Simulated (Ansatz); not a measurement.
Write the native input for Ansatz 0.2.0 that does the following.

```yaml
Task: single point
Functional: PBE
Potentials_or_basis: all-electron LAPW, scalar-relativistic
Cutoff: 229 eV (chosen from the basis error)
Basis_error_allowed: 0.003 eV/atom
k_mesh: 5 × 5 × 5
Occupations: fermi-dirac, width 0.03 eV
Spin: no spin polarisation
```

Crystal: CdTe.

```
Te Cd
1.0
     0.00000    3.20500    3.20500
     3.20500    0.00000    3.20500
     3.20500    3.20500    0.00000
Te Cd
1 1
Direct
  0.75000 0.75000 0.75000
  0.00000 0.00000 0.00000
```

These files were run (other wordings do the same):

input.yaml

```yaml
crystal:
  lattice:
    - [0.0, 3.205, 3.205]
    - [3.205, 0.0, 3.205]
    - [3.205, 3.205, 0.0]
  atoms:
    - { symbol: Te, position: [0.75, 0.75, 0.75] }
    - { symbol: Cd, position: [0.0, 0.0, 0.0] }
kpoints:
  mp_grid: { grid: [5, 5, 5] }
scf:
  occupations: { method: fermi_dirac, width: 0.03 }
hamiltonian:
  xc: pbe
  pseudopotentials: { kind: all_electron, lapw: { basis_error: 0.003 } }
output:
  forces: true
  stress: true
  eigenvalues: true
```

Potentials or basis: all-electron LAPW, scalar-relativistic.

Run with:

```sh
$ ansatz run input.yaml --threads 1 --pin off --max-ram 3072MiB --backend cpu --events-out ev --progress --plain --runs-dir out
```

It gave:

* Pressure: 4.3 GPa
* Band gap on the k mesh: 0.87 eV, direct

Caveat: spin-orbit coupling is left out, which moves the levels of the heavy elements.

Wall time 5.8 s on 1 thread of Arm Neoverse V1 (shared host), peak memory 0.24 GiB.
